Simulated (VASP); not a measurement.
The system is AlCu.

```xyz
2
Lattice="2.9975 0.0000 0.0000 0.0000 2.9975 0.0000 0.0000 0.0000 2.9975" Properties=species:S:1:pos:R:3 pbc="T T T"
Cu    1.4988    1.4988    1.4988
Al    0.0000    0.0000    0.0000
```

The cell comes from a database or a generator and needn't be the stable form of this composition.

```yaml
Program: VASP 6.6.1
Task: single point
Functional: PBEsol
Potentials_or_basis: VASP PAW PBE potentials, release 64 (Cu, Al)
Cutoff: 520 eV
k_mesh: 9 × 9 × 9
Occupations: fermi-dirac, width 0.05 eV
Spin: no spin polarisation
```

On this cell: pressure -4.3 GPa; largest force zero by symmetry; band gap on the k mesh none (metal or under the smearing width).

The same run follows on a disturbed copy (atoms moved at random, drawn with an rms of 0.05 Å):

```
Cu Al
1.0
     2.99751    0.00000    0.00000
     0.00000    2.99751    0.00000
     0.00000    0.00000    2.99751
Cu Al
1 1
Direct
  0.50650 0.49273 0.49086
  0.00522 0.98832 0.99438
```

Task: What changes?

Result: The energy (extrapolated to zero smearing) moves by +0.3 meV/atom; pressure -4.3 GPa; largest force 0.065 eV/Å; band gap on the k mesh none (metal or under the smearing width).

Forces on the atoms (eV/Å):
```
Cu  -0.014 -0.050  0.039
Al   0.014  0.050 -0.039
```

Caveats: the PAW data sets were made with another functional, which shifts forces and pressure a little.
